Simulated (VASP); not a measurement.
# SiO2 (P4_2/mnm) in VASP: a series of runs

The runs below take SiO2 through band structure, with PBEsol.

Program: VASP 6.6.1. These are calculated values, not measurements. Logs are shortened: lines on timing, memory, paths and dates and some standing lists are left out, and cuts for length are marked.

### Step 1. Starting point

The structure is tetragonal, space group P4_2/mnm (No. 136). The conventional cell has a = 4.183 Å, b = 4.183 Å, c = 2.693 Å, α = 90.00°, β = 90.00°, γ = 90.00°. Si (site symmetry mmm) is surrounded by 6 O at 1.77 to 1.81 Å. O (site symmetry m2m) is surrounded by 3 Si at 1.77 to 1.81 Å.

### Step 2. Band structure, PBEsol

File POSCAR:

```
SiO2                                    
1.0
    4.1826872896      0.0000000000      0.0000000000
    0.0000000000      4.1826872896      0.0000000000
    0.0000000000      0.0000000000      2.6928039757
  Si              O             
     2     4
Direct
     0.5000000000000000    0.5000000000000000    0.5000000000000000
     1.0000000000000000    0.0000000000000000    1.0000000000000000
     0.6942211067913998    0.6942211067913998    0.0000000000000000
     0.8057788932086002    0.1942211067913998    0.5000000000000000
     0.3057788932086002    0.3057788932086002    1.0000000000000000
     0.1942211067913998    0.8057788932086002    0.5000000000000000
```

File INCAR.step1:

```
SYSTEM = SiO2
ALGO = Fast
EDIFF = 1E-6
ENCUT = 520
GGA = PS
ISIF = 2
ISMEAR = 0
KPAR = 2
LASPH = .TRUE.
LCHARG = .TRUE.
LREAL = .FALSE.
LWAVE = .FALSE.
NBANDS = 25
NELM = 80
PREC = Accurate
SIGMA = 0.02
```

File KPOINTS.step1:

```
k-points
0
G
  2 2 3
  0 0 0
```

File INCAR.step2:

```
SYSTEM = SiO2
ALGO = Fast
EDIFF = 1E-6
ENCUT = 520
GGA = PS
ICHARG = 11
ISIF = 2
ISMEAR = 0
KPAR = 2
LASPH = .TRUE.
LCHARG = .FALSE.
LREAL = .FALSE.
LWAVE = .FALSE.
NBANDS = 25
NELM = 80
PREC = Accurate
SIGMA = 0.05
```

File KPOINTS.step2:

```
path GXMGZRAZ,XR,MA
10
line-mode
reciprocal
 0.0000000000  0.0000000000  0.0000000000  G
 0.0000000000  0.5000000000  0.0000000000  X

 0.0000000000  0.5000000000  0.0000000000  X
 0.5000000000  0.5000000000  0.0000000000  M

 0.5000000000  0.5000000000  0.0000000000  M
 0.0000000000  0.0000000000  0.0000000000  G

 0.0000000000  0.0000000000  0.0000000000  G
 0.0000000000  0.0000000000  0.5000000000  Z

 0.0000000000  0.0000000000  0.5000000000  Z
 0.0000000000  0.5000000000  0.5000000000  R

 0.0000000000  0.5000000000  0.5000000000  R
 0.5000000000  0.5000000000  0.5000000000  A

 0.5000000000  0.5000000000  0.5000000000  A
 0.0000000000  0.0000000000  0.5000000000  Z

 0.0000000000  0.5000000000  0.0000000000  X
 0.0000000000  0.5000000000  0.5000000000  R

 0.5000000000  0.5000000000  0.0000000000  M
 0.5000000000  0.5000000000  0.5000000000  A
```

Potentials or basis: VASP PAW PBE potentials, release 64 (Si, O).

Run with:

```sh
> cat potpaw_PBE.64/Si/POTCAR potpaw_PBE.64/O/POTCAR > POTCAR
> cp INCAR.step1 INCAR
> cp KPOINTS.step1 KPOINTS
> mpirun -np 2 vasp_std > vasp.out
> cp INCAR.step2 INCAR
> cp KPOINTS.step2 KPOINTS
> mpirun -np 2 vasp_std > vasp.out
```

OUTCAR:

```text
SYSTEM = SiO2
   EDIFF = 1E-6
   ENCUT = 520
   GGA = PS
   ICHARG = 11
   ISIF = 2
   ISMEAR = 0
   LASPH = .TRUE.
   LREAL = .FALSE.
   NELM = 80
   PREC = Accurate

 ion  position               nearest neighbor table
   1  0.500  0.500  0.500-   3 1.77   5 1.77   3 1.77   5 1.77   4 1.81   6 1.81
   2  0.000  0.000  0.000-   4 1.77   6 1.77   4 1.77   6 1.77   5 1.81   3 1.81
   3  0.694  0.694  0.000-   1 1.77   1 1.77   2 1.81
   4  0.806  0.194  0.500-   2 1.77   2 1.77   1 1.81
   5  0.306  0.306  0.000-   1 1.77   1 1.77   2 1.81
   6  0.194  0.806  0.500-   2 1.77   2 1.77   1 1.81

  LATTYP: Found a simple tetragonal cell.
 ALAT       =     4.1826872896
 C/A-ratio  =     0.6437975850

  Lattice vectors:

 A1 = (   4.1826872896,   0.0000000000,   0.0000000000)
 A2 = (   0.0000000000,   4.1826872896,   0.0000000000)
 A3 = (   0.0000000000,   0.0000000000,   2.6928039757)

Analysis of symmetry for initial positions (statically):
=====================================================================
 Subroutine PRICEL returns:
 Original cell was already a primitive cell.

 Routine SETGRP: Setting up the symmetry group for a
 simple tetragonal supercell.

 Subroutine GETGRP returns: Found 16 space group operations
 (whereof  8 operations were pure point group operations)
 out of a pool of 16 trial point group operations.

The static configuration has the point symmetry D_2h.
 The point group associated with its full space group is D_4h.

Analysis of symmetry for dynamics (positions and initial velocities):
=====================================================================
 Subroutine PRICEL returns:
 Original cell was already a primitive cell.

 Routine SETGRP: Setting up the symmetry group for a
 simple tetragonal supercell.

 Subroutine GETGRP returns: Found 16 space group operations
 (whereof  8 operations were pure point group operations)
 out of a pool of 16 trial point group operations.

The dynamic configuration has the point symmetry D_2h.
 The point group associated with its full space group is D_4h.

 Subroutine INISYM returns: Found 16 space group operations
 (whereof  8 operations are pure point group operations),
 and found     1 'primitive' translations

----------------------------------------------------------------------------------------

                                     Primitive cell

  volume of cell :      47.1103

  direct lattice vectors                    reciprocal lattice vectors
     4.182687290  0.000000000  0.000000000     0.239080747  0.000000000  0.000000000
     0.000000000  4.182687290  0.000000000     0.000000000  0.239080747  0.000000000
     0.000000000  0.000000000  2.692803976     0.000000000  0.000000000  0.371360117

  length of vectors
     4.182687290  4.182687290  2.692803976     0.239080747  0.239080747  0.371360117

  position of ions in fractional coordinates (direct lattice)
     0.500000000  0.500000000  0.500000000
     0.000000000  0.000000000  0.000000000
     0.694221107  0.694221107  0.000000000
     0.805778893  0.194221107  0.500000000
     0.305778893  0.305778893  0.000000000
     0.194221107  0.805778893  0.500000000

  ion indices of the primitive-cell ions
   primitive index   ion index
                 1           1
                 2           2
                 3           3
                 4           4
                 5           5
                 6           6

----------------------------------------------------------------------------------------

 KPOINTS: path GXMGZRAZ,XR,MA

Interpolating k-points between supplied coordinates.

 Line segments in fractional coordinates (reciprocal lattice):
    0.000000  0.000000  0.000000  ...  0.000000  0.500000  0.000000
    0.000000  0.500000  0.000000  ...  0.500000  0.500000  0.000000
    0.500000  0.500000  0.000000  ...  0.000000  0.000000  0.000000
    0.000000  0.000000  0.000000  ...  0.000000  0.000000  0.500000
    0.000000  0.000000  0.500000  ...  0.000000  0.500000  0.500000
    0.000000  0.500000  0.500000  ...  0.500000  0.500000  0.500000
    0.500000  0.500000  0.500000  ...  0.000000  0.000000  0.500000
    0.000000  0.500000  0.000000  ...  0.000000  0.500000  0.500000
    0.500000  0.500000  0.000000  ...  0.500000  0.500000  0.500000

 Generated    10 points on each line segment, for a total of     90 k-points:

 Following reciprocal coordinates:
            Coordinates               Weight
  0.000000  0.000000  0.000000      0.011111
  0.000000  0.055556  0.000000      0.011111
  0.000000  0.111111  0.000000      0.011111
  0.000000  0.166667  0.000000      0.011111
  0.000000  0.222222  0.000000      0.011111
  0.000000  0.277778  0.000000      0.011111
[... 16 lines left out ...]
  0.388889  0.388889  0.000000      0.011111
  0.333333  0.333333  0.000000      0.011111
 [... further k-points ...]
   k-points           NKPTS =     90   k-points in BZ     NKDIM =     90   number of bands    NBANDS=     25
[... 48 lines left out ...]
 non-spin polarized calculation
 RMM-DIIS sequential band-by-band and
 Gauss-broadening in eV      SIGMA  =   0.05
  energy-cutoff  :      520.00
  volume of cell :       47.11
 maximum number of plane-waves:      1286
 NGX is ok and might be reduce to    32

 number of electron      31.9999971 magnetization

 Free energy of the ion-electron system (eV)
  ---------------------------------------------------
  ext. energy  EPLUGINS =         0.00000000
  ---------------------------------------------------
  free energy    TOTEN  =       -48.41752271 eV

  energy without entropy =      -48.41752271  energy(sigma->0) =      -48.41752271

 E-fermi :   8.3018     XC(G=0): -12.4697

 val. band max:        8.0437530701   @ k =   0.0000   0.0000   0.0000
 cond. band min:      13.3586267118   @ k =   0.0000   0.0000   0.0000
 fundamental gap:      5.3148736417
 Fermi energy:         8.3017991602

 k-point     1 :       0.0000    0.0000    0.0000
  band No.  band energies     occupation
      1     -14.4103      2.00000
      2     -10.7623      2.00000
      3     -10.7623      2.00000
      4     -10.5010      2.00000
      5      -2.8526      2.00000
      6       1.6307      2.00000
[... 17 lines left out ...]
     24      22.1411      0.00000
     25      23.6701      0.00000

 k-point     2 :       0.0000    0.0556    0.0000
  band No.  band energies     occupation
      1     -14.3940      2.00000
      2     -10.9000      2.00000
      3     -10.7538      2.00000
      4     -10.3991      2.00000
      5      -2.8296      2.00000
      6       1.5132      2.00000
[... 17 lines left out ...]
     24      22.0494      0.00000
     25      23.6084      0.00000

 k-point     3 :       0.0000    0.1111    0.0000
  band No.  band energies     occupation
      1     -14.3451      2.00000
      2     -11.1439      2.00000
      3     -10.7288      2.00000
      4     -10.2612      2.00000
      5      -2.7614      2.00000
      6       1.2333      2.00000
[... 17 lines left out ...]
     24      21.8201      0.00000
     25      23.5803      0.00000

 k-point     4 :       0.0000    0.1667    0.0000
  band No.  band energies     occupation
      1     -14.2641      2.00000
      2     -11.4202      2.00000
      3     -10.6880      2.00000
      4     -10.1557      2.00000
      5      -2.6506      2.00000
      6       0.8833      2.00000
[... 17 lines left out ...]
     24      21.5525      0.00000
     25      23.3633      0.00000
[... 477 lines left out ...]
 k-point    22 :       0.4444    0.4444    0.0000
  band No.  band energies     occupation
      1     -12.7542      2.00000
      2     -12.6047      2.00000
      3     -11.1271      2.00000
      4     -11.0203      2.00000
      5      -0.0660      2.00000
      6       0.1731      2.00000
[... 17 lines left out ...]
     24      21.7039      0.00000
     25      22.1564      0.00000

 k-point    23 :       0.3889    0.3889    0.0000
  band No.  band energies     occupation
      1     -13.0244      2.00000
      2     -12.5118      2.00000
      3     -11.0963      2.00000
      4     -10.7566      2.00000
      5      -0.5670      2.00000
      6       0.1904      2.00000
[... 17 lines left out ...]
     24      21.6401      0.00000
     25      22.1937      0.00000

 k-point    24 :       0.3333    0.3333    0.0000
  band No.  band energies     occupation
      1     -13.3374      2.00000
      2     -12.3596      2.00000
      3     -11.0482      2.00000
      4     -10.4693      2.00000
      5      -1.1191      2.00000
      6       0.2389      2.00000
[... 17 lines left out ...]
     24      21.2265      0.00000
     25      22.6196      0.00000

 [... further k-points ...]

------------------------ aborting loop because EDIFF is reached ----------------------------------------

  FORCE on cell =-STRESS in cart. coord.  units (eV):
  Direction    XX          YY          ZZ          XY          YZ          ZX
  --------------------------------------------------------------------------------------
  -------------------------------------------------------------------------------------
  Total        0.4311295      0.4311295      2.7921996      0.0000000      0.0000000      0.0000000
  in kB       14.6623218     14.6623218     94.9601747      0.0000000      0.0000000      0.0000000
  external PRESSURE =      41.4282728 kB  Pullay stress =       0.0000000 kB

 VOLUME and BASIS-vectors are now :
 -----------------------------------------------------------------------------
  energy-cutoff  :      520.00
  volume of cell :       47.11
      direct lattice vectors                 reciprocal lattice vectors
     4.182687290  0.000000000  0.000000000     0.239080747  0.000000000  0.000000000
     0.000000000  4.182687290  0.000000000     0.000000000  0.239080747  0.000000000
     0.000000000  0.000000000  2.692803976     0.000000000  0.000000000  0.371360117

 POSITION                                       TOTAL-FORCE (eV/Angst)
 -----------------------------------------------------------------------------------
      2.09134      2.09134      1.34640         0.000000      0.000000     -0.000000
      0.00000      0.00000      0.00000         0.000000      0.000000     -0.000000
      2.90371      2.90371      0.00000        -0.007462     -0.007462     -0.000000
      3.37032      0.81237      1.34640         0.007462     -0.007462     -0.000000
      1.27898      1.27898      0.00000         0.007462      0.007462      0.000000
      0.81237      3.37032      1.34640        -0.007462      0.007462     -0.000000
 -----------------------------------------------------------------------------------
    total drift:                                0.000000     -0.000000      0.000000

  FREE ENERGIE OF THE ION-ELECTRON SYSTEM (eV)
  ---------------------------------------------------
  free  energy   TOTEN  =       -48.4175227070 eV

  energy  without entropy=      -48.4175227070  energy(sigma->0) =      -48.41752271
```

Wall time 21 s (2 MPI ranks of Intel Xeon Platinum 8375C at 2.90GHz (Ice Lake), shared host); peak memory 0.18 GiB.

What came out:

| Property | Result |
| --- | --- |
| Band gap on the k mesh | 5.31 eV, direct |
| Band gap along the path | 5.31 eV, direct |

Levels at the corners of the path, in eV from the valence-band top:
```tsv
point	band 14	band 15	band 16	band 17	band 18	band 19
Γ	-0.88	-0.88	0.00	5.31	6.34	8.11
X	-2.71	-1.06	-1.06	7.43	7.43	8.70
X	-2.71	-1.06	-1.06	7.43	7.43	8.70
M	-2.72	-2.25	-2.25	7.12	7.12	9.72
M	-2.72	-2.25	-2.25	7.12	7.12	9.72
Γ	-0.88	-0.88	0.00	5.31	6.34	8.11
Γ	-0.88	-0.88	0.00	5.31	6.34	8.11
Z	-3.12	-2.68	-2.68	8.87	8.87	12.32
Z	-3.12	-2.68	-2.68	8.87	8.87	12.32
R	-2.27	-1.76	-1.76	8.56	8.56	9.67
R	-2.27	-1.76	-1.76	8.56	8.56	9.67
A	-1.74	-1.55	-1.55	6.95	6.95	10.77
A	-1.74	-1.55	-1.55	6.95	6.95	10.77
Z	-3.12	-2.68	-2.68	8.87	8.87	12.32
X	-2.71	-1.06	-1.06	7.43	7.43	8.70
R	-2.27	-1.76	-1.76	8.56	8.56	9.67
M	-2.72	-2.25	-2.25	7.12	7.12	9.72
A	-1.74	-1.55	-1.55	6.95	6.95	10.77
```

Caveat: the k mesh is coarse (spacing up to 0.78 Å⁻¹), so the values aren't converged; the log is that of the step along the path at fixed density, whose energy, stress, charges and moments have no meaning; the PAW data sets were made with another functional, which shifts forces and pressure a little.

### Step 3. Band structure, PBEsol

File POSCAR:

```
SiO2                                    
1.0
    4.1921693783      0.0000000000      0.0000000000
   -0.0000000000      4.1921693783      0.0000000000
    0.0000000000      0.0000000000      2.6825976075
  Si              O             
     2     4
Direct
     0.5000000000000000    0.5000000000000000    0.5000000000000000
     0.0000000000000000    0.0000000000000000    0.0000000000000000
     0.6941722894841821    0.6941722894841821    0.0000000000000000
     0.8058277105158179    0.1941722894841822    0.5000000000000000
     0.3058277105158179    0.3058277105158179    0.0000000000000000
     0.1941722894841822    0.8058277105158179    0.5000000000000000
```

File INCAR.step1:

```
  ALGO = Fast
  EDIFF = 1E-6
  ENCUT = 520
  GGA = PS
  ISIF = 2
  ISMEAR = 0
  KPAR = 8
  LASPH = T
  LCHARG = T
  LREAL = F
  LWAVE = F
  NBANDS = 25
  NELM = 60
  PREC = Accurate
  SIGMA = 0.02
```

File KPOINTS.step1:

```
k-points
0
Gamma
  6 6 9
```

File INCAR.step2:

```
  ALGO = Fast
  EDIFF = 1E-6
  ENCUT = 520
  GGA = PS
  ICHARG = 11
  ISIF = 2
  ISMEAR = 0
  KPAR = 8
  LASPH = T
  LCHARG = F
  LREAL = F
  LWAVE = F
  NBANDS = 25
  NELM = 60
  PREC = Accurate
  SIGMA = 0.05
```

Edit KPOINTS.step2 of step 2 so:

```diff
@@ -1,3 +1,3 @@
 path GXMGZRAZ,XR,MA
-10
+15
 line-mode
```

Potentials or basis: VASP PAW PBE potentials, release 64 (Si, O).

Run with:

```sh
> cat potpaw_PBE.64/Si/POTCAR potpaw_PBE.64/O/POTCAR > POTCAR
> cp INCAR.step1 INCAR
> cp KPOINTS.step1 KPOINTS
> mpirun -np 8 vasp_std > vasp.out
> cp INCAR.step2 INCAR
> cp KPOINTS.step2 KPOINTS
> mpirun -np 8 vasp_std > vasp.out
```

It took 11 s on 8 MPI ranks of Intel Xeon 6975P-C (Granite Rapids), shared host; peak memory 0.22 GiB.

The run converged. Its results:

* Band gap on the k mesh: 5.34 eV, direct
* Band gap along the path: 5.34 eV, direct

Levels at the corners of the path, in eV from the valence-band top:
```
point  band 14  band 15  band 16  band 17  band 18  band 19
    Γ    -0.88    -0.88     0.00     5.34     6.44     8.20
    X    -2.69    -1.07    -1.07     7.48     7.48     8.79
    X    -2.69    -1.07    -1.07     7.48     7.48     8.79
    M    -2.70    -2.27    -2.27     7.17     7.17     9.79
    M    -2.70    -2.27    -2.27     7.17     7.17     9.79
    Γ    -0.88    -0.88     0.00     5.34     6.44     8.20
    Γ    -0.88    -0.88     0.00     5.34     6.44     8.20
    Z    -3.09    -2.68    -2.68     8.86     8.86    12.33
    Z    -3.09    -2.68    -2.68     8.86     8.86    12.33
    R    -2.28    -1.76    -1.76     8.56     8.56     9.62
    R    -2.28    -1.76    -1.76     8.56     8.56     9.62
    A    -1.76    -1.55    -1.55     6.94     6.94    10.75
    A    -1.76    -1.55    -1.55     6.94     6.94    10.75
    Z    -3.09    -2.68    -2.68     8.86     8.86    12.33
    X    -2.69    -1.07    -1.07     7.48     7.48     8.79
    R    -2.28    -1.76    -1.76     8.56     8.56     9.62
    M    -2.70    -2.27    -2.27     7.17     7.17     9.79
    A    -1.76    -1.55    -1.55     6.94     6.94    10.75
```

Caveat: the log is that of the step along the path at fixed density, whose energy, stress, charges and moments have no meaning; the PAW data sets were made with another functional, which shifts forces and pressure a little.

### Step 4. Band structure, PBEsol, non-collinear spin, zero start, spin-orbit coupling

POSCAR is that of step 3.

File INCAR.step1:

```
  ALGO = Fast
  EDIFF = 1E-6
  ENCUT = 520
  GGA = PS
  GGA_COMPAT = F
  ISIF = 2
  ISMEAR = 0
  KPAR = 8
  LASPH = T
  LCHARG = T
  LORBIT = 11
  LREAL = F
  LSORBIT = T
  LWAVE = F
  MAGMOM = 0 0 0 0 0 0 0 0 0 0 0 0 0 0 0 0 0 0
  NBANDS = 48
  NELM = 60
  PREC = Accurate
  SIGMA = 0.02
```

KPOINTS.step1 is that of step 3.

Edit INCAR.step2 of step 3 so:

```diff
@@ -4,2 +4,3 @@
   GGA = PS
+  GGA_COMPAT = F
   ICHARG = 11
@@ -10,5 +11,8 @@
   LCHARG = F
+  LORBIT = 11
   LREAL = F
+  LSORBIT = T
   LWAVE = F
-  NBANDS = 25
+  MAGMOM = 0 0 0 0 0 0 0 0 0 0 0 0 0 0 0 0 0 0
+  NBANDS = 48
   NELM = 60
```

KPOINTS.step2 is that of step 3.

Run with:

```sh
> cat potpaw_PBE.64/Si/POTCAR potpaw_PBE.64/O/POTCAR > POTCAR
> cp INCAR.step1 INCAR
> cp KPOINTS.step1 KPOINTS
> mpirun -np 8 vasp_ncl > vasp.out
> cp INCAR.step2 INCAR
> cp KPOINTS.step2 KPOINTS
> mpirun -np 8 vasp_ncl > vasp.out
```

It took 50 s on 8 MPI ranks of Intel Xeon 6975P-C (Granite Rapids), shared host; peak memory 0.49 GiB.

The run converged. Its results:

| Property | Result |
| --- | --- |
| Net moment | 0.00 μB per cell |

Moments on the atoms (μB; x, y, z):
```
Si  0.00 0.00 0.00
Si  0.00 0.00 0.00
O   0.00 0.00 0.00
O   0.00 0.00 0.00
O   0.00 0.00 0.00
O   0.00 0.00 0.00
```

Caveat: the log is that of the step along the path at fixed density, whose energy, stress, charges and moments have no meaning; the PAW data sets were made with another functional, which shifts forces and pressure a little.

### Step 5. Overview

| spin | cell | k mesh | further INCAR settings | mesh quality | gap on the mesh (eV) |
| --- | --- | --- | --- | --- | --- |
| off | P4_2/mnm, 7.85 Å³/atom | 2 × 2 × 3 | ALGO = Fast; EDIFF = 1e-06; NBANDS = 25 | coarse | 5.31 |
| off | P4_2/mnm, 7.86 Å³/atom | 6 × 6 × 9 | ALGO = Fast; EDIFF = 1e-06; NBANDS = 25 | not flagged | 5.34 |
| non-collinear, zero start, SOC | P4_2/mnm, 7.86 Å³/atom | 6 × 6 × 9 | ALGO = Fast; EDIFF = 1e-06; NBANDS = 48 | not flagged | - |

Alike in all rows: task band structure; level PBEsol; potentials or basis VASP PAW PBE potentials, release 64 (Si, O); cutoff (eV) 520; smearing gaussian 0.02 eV.

Caveats: some runs use coarse meshes; the PAW data sets were made with another functional, which shifts forces and pressure a little.

Absolute energies hang on the potentials; compare differences alone.
